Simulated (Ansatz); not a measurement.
## SiO₂: do the settings matter for the field gradients?

Cell: a computed structure from the Materials Project (it need not be an observed phase), taken as it stands.

Space group Cccm (No. 66); a = 10.2855, b = 11.9940, c = 10.0661 Å.

```
site  Wyckoff  site symmetry       x       y       z
 Si1      16m              1  0.6061  0.7850  0.8490
 Si9       4b            222  0.5000  0.0000  0.7500
 O11      16m              1  0.5900  0.9196  0.8407
 O19       8l            ..m  0.5822  0.7444  0.0000
 O23       8h            .2.  0.5000  0.7294  0.7500
 O27       8k            ..2  0.2500  0.2500  0.8021
```

One atom of each set is listed; the run and its k-mesh use a cell of 30 atoms with edges of 7.90, 7.90, 10.07 Å.

Reference run. All values are calculated (Ansatz; DFT, PBE, plane waves and PAW, scalar-relativistic, 420 eV cutoff, Γ-centred 3×3×3 k-points, Fermi–Dirac smearing 0.02 eV), not measured.

Problem. The input is changed as follows: `hamiltonian.xc`: pbe → rpbe. What happens to V_zz (10²¹ V/m²) and η?

Solution. 

```tsv
site	V_zz reference	η reference	V_zz changed	η changed
Si1	-1.35	0.90	-1.36	0.90
Si9	-2.01	0.26	-2.02	0.26
O11	8.59	0.20	8.63	0.21
O19	9.13	0.27	9.17	0.27
O23	8.78	0.23	8.78	0.24
O27	9.33	0.12	9.37	0.12
```

The largest change of V_zz is on O27, from 9.33 to 9.37. In per cent, |V_zz| changes by +1 on Si, 0 on O (all sites that start above 0.5). SCF iterations: 7 and 7.

On the reference run: The largest force is 0.5 eV/Å, so the atoms aren't at the calculated equilibrium and relaxing them would move these values.
